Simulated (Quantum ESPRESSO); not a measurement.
A run of Quantum ESPRESSO 7.5:

File pw.in:

```
&CONTROL
  calculation = 'scf'
  prefix = 'pwscf'
  outdir = './tmp'
  pseudo_dir = './pseudo'
  tprnfor = .true.
  tstress = .true.
  disk_io = 'low'
/
&SYSTEM
  ibrav = 0
  A = 3.08863331
  nat = 2
  ntyp = 2
  ecutwfc = 84
  nbnd = 12
  input_dft = 'revpbe'
  occupations = 'smearing'
  smearing = 'fd'
  degauss = 0.00367493
  nspin = 2
  starting_magnetization(1) = 0.1667
  starting_magnetization(2) = 0
/
&ELECTRONS
  conv_thr = 4d-10
  electron_maxstep = 120
  mixing_beta = 0.3
  diagonalization = 'rmm-paro'
/
ATOMIC_SPECIES
Al    26.9815 Al.upf
N     14.0070 N.upf
CELL_PARAMETERS alat
   0.0000000000    0.7071067817    0.7071067817
   0.7071067817    0.0000000000    0.7071067817
   0.7071067817    0.7071067817    0.0000000000
ATOMIC_POSITIONS alat
Al     0.0000000000    0.0000000000    0.0000000000
N      0.3535533908    0.3535533908    0.3535533908
K_POINTS automatic
8 8 8 0 0 0
```

relax.in

```
&CONTROL
  calculation = 'vc-relax'
  prefix = 'pwscf'
  outdir = './tmp'
  pseudo_dir = './pseudo'
  tprnfor = .true.
  tstress = .true.
  disk_io = 'low'
  nstep = 40
  forc_conv_thr = 0.0001
  etot_conv_thr = 1d-06
/
&SYSTEM
  ibrav = 0
  A = 3.08863331
  nat = 2
  ntyp = 2
  ecutwfc = 84
  nbnd = 12
  input_dft = 'revpbe'
  occupations = 'smearing'
  smearing = 'fd'
  degauss = 0.00367493
  nspin = 2
  starting_magnetization(1) = 0.1667
  starting_magnetization(2) = 0
/
&ELECTRONS
  conv_thr = 4d-10
  electron_maxstep = 120
  mixing_beta = 0.3
  diagonalization = 'rmm-paro'
/
&IONS
  ion_dynamics = 'bfgs'
/
&CELL
  cell_dynamics = 'bfgs'
  press = 0
  press_conv_thr = 0.2
/
ATOMIC_SPECIES
Al    26.9815 Al.upf
N     14.0070 N.upf
CELL_PARAMETERS alat
   0.0000000000    0.7071067817    0.7071067817
   0.7071067817    0.0000000000    0.7071067817
   0.7071067817    0.7071067817    0.0000000000
ATOMIC_POSITIONS alat
Al     0.0000000000    0.0000000000    0.0000000000
N      0.3535533908    0.3535533908    0.3535533908
K_POINTS automatic
8 8 8 0 0 0
```

Contents of scf2.in:

```
&CONTROL
  calculation = 'scf'
  prefix = 'pwscf'
  outdir = './tmp'
  pseudo_dir = './pseudo'
  tprnfor = .true.
  tstress = .true.
  disk_io = 'low'
/
&SYSTEM
  ibrav = 0
  A = 3.11522452
  nat = 2
  ntyp = 2
  ecutwfc = 84
  nbnd = 12
  input_dft = 'revpbe'
  occupations = 'fixed'
  nspin = 2
  starting_magnetization(1) = 0.1667
  starting_magnetization(2) = 0
  tot_magnetization = 0
/
&ELECTRONS
  conv_thr = 1d-13
  electron_maxstep = 120
  mixing_beta = 0.3
  diagonalization = 'rmm-paro'
  startingpot = 'file'
  startingwfc = 'file'
/
ATOMIC_SPECIES
Al    26.9815 Al.upf
N     14.0070 N.upf
CELL_PARAMETERS alat
   0.0000000000    0.7071067822    0.7071067822
   0.7071067822    0.0000000000    0.7071067822
   0.7071067822    0.7071067822    0.0000000000
ATOMIC_POSITIONS alat
Al     0.0000000000    0.0000000000    0.0000000000
N      0.3535533911    0.3535533911    0.3535533911
K_POINTS automatic
8 8 8 0 0 0
```

The input ph.in:

```
phonons of AlN
&INPUTPH
  prefix = 'pwscf'
  outdir = './tmp'
  tr2_ph = 1d-16
  fildyn = 'dyn'
  niter_ph = 60
  alpha_mix(1) = 0.7
  epsil = .true.
/
0.0000000000 0.0000000000 0.0000000000
```

dynmat.in

```
&INPUT
  fildyn = 'dyn'
  asr = 'crystal'
  lperm = .true.
  filout = 'dynmat.disp'
  fileig = 'dynmat.eig'
/
```

File dynmat_lo.in:

```
&INPUT
  fildyn = 'dyn'
  asr = 'crystal'
  filout = 'dynmat_lo.disp'
  fileig = 'dynmat_lo.eig'
  q(1) = 0
  q(2) = 0
  q(3) = 1
/
```

File relax_v0.99.in:

```
&CONTROL
  calculation = 'relax'
  prefix = 'pwscf'
  outdir = './tmp'
  pseudo_dir = './pseudo'
  tprnfor = .true.
  tstress = .true.
  disk_io = 'low'
  nstep = 30
  forc_conv_thr = 0.0001
  etot_conv_thr = 1d-06
/
&SYSTEM
  ibrav = 0
  A = 3.10480564
  nat = 2
  ntyp = 2
  ecutwfc = 84
  nbnd = 12
  input_dft = 'revpbe'
  occupations = 'fixed'
  nspin = 2
  starting_magnetization(1) = 0.1667
  starting_magnetization(2) = 0
  tot_magnetization = 0
/
&ELECTRONS
  conv_thr = 1d-13
  electron_maxstep = 120
  mixing_beta = 0.3
  diagonalization = 'rmm-paro'
/
&IONS
  ion_dynamics = 'bfgs'
/
ATOMIC_SPECIES
Al    26.9815 Al.upf
N     14.0070 N.upf
CELL_PARAMETERS alat
   0.0000000000    0.7071067802    0.7071067802
   0.7071067802    0.0000000000    0.7071067802
   0.7071067802    0.7071067802    0.0000000000
ATOMIC_POSITIONS alat
Al     0.0000000000    0.0000000000    0.0000000000
N      0.3535533901    0.3535533901    0.3535533901
K_POINTS automatic
8 8 8 0 0 0
```

Contents of ph_v0.99.in:

```
phonons at 0.99 of the volume
&INPUTPH
  prefix = 'pwscf'
  outdir = './tmp'
  tr2_ph = 1d-16
  fildyn = 'dyn_v0.99'
  niter_ph = 60
  alpha_mix(1) = 0.7
/
0.0000000000 0.0000000000 0.0000000000
```

Contents of relax_v1.01.in:

```
&CONTROL
  calculation = 'relax'
  prefix = 'pwscf'
  outdir = './tmp'
  pseudo_dir = './pseudo'
  tprnfor = .true.
  tstress = .true.
  disk_io = 'low'
  nstep = 30
  forc_conv_thr = 0.0001
  etot_conv_thr = 1d-06
/
&SYSTEM
  ibrav = 0
  A = 3.12557418
  nat = 2
  ntyp = 2
  ecutwfc = 84
  nbnd = 12
  input_dft = 'revpbe'
  occupations = 'fixed'
  nspin = 2
  starting_magnetization(1) = 0.1667
  starting_magnetization(2) = 0
  tot_magnetization = 0
/
&ELECTRONS
  conv_thr = 1d-13
  electron_maxstep = 120
  mixing_beta = 0.3
  diagonalization = 'rmm-paro'
/
&IONS
  ion_dynamics = 'bfgs'
/
ATOMIC_SPECIES
Al    26.9815 Al.upf
N     14.0070 N.upf
CELL_PARAMETERS alat
   0.0000000000    0.7071067821    0.7071067821
   0.7071067821    0.0000000000    0.7071067821
   0.7071067821    0.7071067821    0.0000000000
ATOMIC_POSITIONS alat
Al     0.0000000000    0.0000000000    0.0000000000
N      0.3535533910    0.3535533910    0.3535533910
K_POINTS automatic
8 8 8 0 0 0
```

File ph_v1.01.in:

```
phonons at 1.01 of the volume
&INPUTPH
  prefix = 'pwscf'
  outdir = './tmp'
  tr2_ph = 1d-16
  fildyn = 'dyn_v1.01'
  niter_ph = 60
  alpha_mix(1) = 0.7
/
0.0000000000 0.0000000000 0.0000000000
```

Potentials or basis: PseudoDojo 0.4.1 SR PBE standard.

Launch:

```console
$ OMP_NUM_THREADS=1 pw.x -in pw.in > pw.out
$ OMP_NUM_THREADS=1 pw.x -in relax.in > relax.out
$ OMP_NUM_THREADS=1 pw.x -in scf2.in > scf2.out
$ OMP_NUM_THREADS=1 ph.x -in ph.in > ph.out
$ OMP_NUM_THREADS=1 dynmat.x -in dynmat.in > dynmat.out
$ OMP_NUM_THREADS=1 dynmat.x -in dynmat_lo.in > dynmat_lo.out
$ OMP_NUM_THREADS=1 pw.x -in relax_v0.99.in > relax_v0.99.out
$ OMP_NUM_THREADS=1 ph.x -in ph_v0.99.in > ph_v0.99.out
$ OMP_NUM_THREADS=1 pw.x -in relax_v1.01.in > relax_v1.01.out
$ OMP_NUM_THREADS=1 ph.x -in ph_v1.01.in > ph_v1.01.out
```

Hardware: 1 thread of Intel(R) Xeon(R) Platinum 8488C (Sapphire Rapids), on a shared host.

Question: How long does it take, and how much memory?

Answer: It took 8.3 min on 1 thread of Intel(R) Xeon(R) Platinum 8488C (Sapphire Rapids) (shared host), peak memory 0.09 GiB. Counts: scf iterations 162, k pools 1, bands 12, ion steps 4, k points 29, g dense 14553.
